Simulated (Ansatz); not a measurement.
# ¹⁹⁷Au nuclear quadrupole resonance in Au under strain

Cell: an entry of the Crystallography Open Database (COD), relaxed with PBE at fixed cell and then changed (z compressed by 1 %, ions relaxed).

```
CELL_PARAMETERS angstrom
2.90000 0.00000 0.00000
-1.45000 2.51147 0.00000
0.00000 0.00000 4.83120
ATOMIC_POSITIONS crystal
Au 0.33333 0.66667 0.75000
Au 0.66667 0.33333 0.25000
```

Atom numbers follow the list; atoms alike are taken as one site, whose name carries the number of the first.

Method: Kohn–Sham DFT in Ansatz, PBE, plane waves and PAW, scalar-relativistic, 420 eV cutoff, Γ-centred 18×18×10 k-points, Fermi–Dirac smearing 0.05 eV.

¹⁹⁷Au: I = 3/2, Q = 547.0 mb (year-2017 value). Static lattice, zero field.

Question: At which frequencies do the ¹⁹⁷Au NQR lines lie?

Answer: For I = 3/2 there is one line, ν = (|C_Q|/2)(1 + η²/3)^½.

| site | atoms | V_zz (10²¹ V/m²) | C_Q (MHz) | η | line frequencies (MHz) |
| --- | --- | --- | --- | --- | --- |
| Au | 1, 2 | 0.96 | 12.7 | 0.00 | 6.35 |

An axis of threefold or higher order runs through Au, so V_zz lies along it and η is zero.

With no gap above 0.1 eV, as in a metal, the gradients converge slowly in k; expect changes of a tenth or more on a denser mesh. Spin–orbit coupling is left out, which shifts gradients on Au by a few per cent in wide-gap crystals, and can shift them far more where the calculated gap is small or absent, as here.
